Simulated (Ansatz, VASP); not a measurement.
## SnSe in VASP and in Ansatz

```
CELL_PARAMETERS angstrom
0.00000 3.01000 3.01000
3.01000 0.00000 3.01000
3.01000 3.01000 0.00000
ATOMIC_POSITIONS crystal
Sn 0.98339 0.98339 0.01661
Se 0.50000 0.50000 0.50000
```

Alike in both runs: task single point; functional PBEsol; k mesh 8 × 8 × 8; occupations gaussian, width 0.05 eV; no spin polarisation.

|  | VASP | Ansatz |
| --- | --- | --- |
| version | VASP 6.6.1 | Ansatz 0.2.0 |
| potentials or method | VASP PAW PBE potentials, release 64 (Sn_d, Se) | scalar-relativistic, plane waves, PAW |
| plane-wave cutoff (eV) | 520 | 420 |
| valence electrons in the cell | 20 | 30 |

VASP gave:

```
gap on the k mesh at the Fermi level (eV)       : 0.69
least direct gap on the mesh (eV)               : 0.69
pressure (GPa)                                  : -1.8
largest component of the traceless stress (GPa) : 0.19
rms of the force components (eV/Å)              : 0.007
```

**Question.** Estimate Ansatz's values.

**Answer.** gap on the k mesh at the Fermi level (eV): 0.69; least direct gap on the mesh (eV): 0.69; pressure (GPa): -1.8; largest component of the traceless stress (GPa): 0.18; rms of the force components (eV/Å): 0.005.

Atom by atom the forces differ by 0.002 eV/Å (rms over components). The two sets of potentials don't hold the same shells in valence.

Caveats: the PAW data sets were made with another functional, which shifts forces and pressure a little (VASP); spin-orbit coupling is left out, which moves the levels of the heavy elements. A k mesh can miss the band edges.
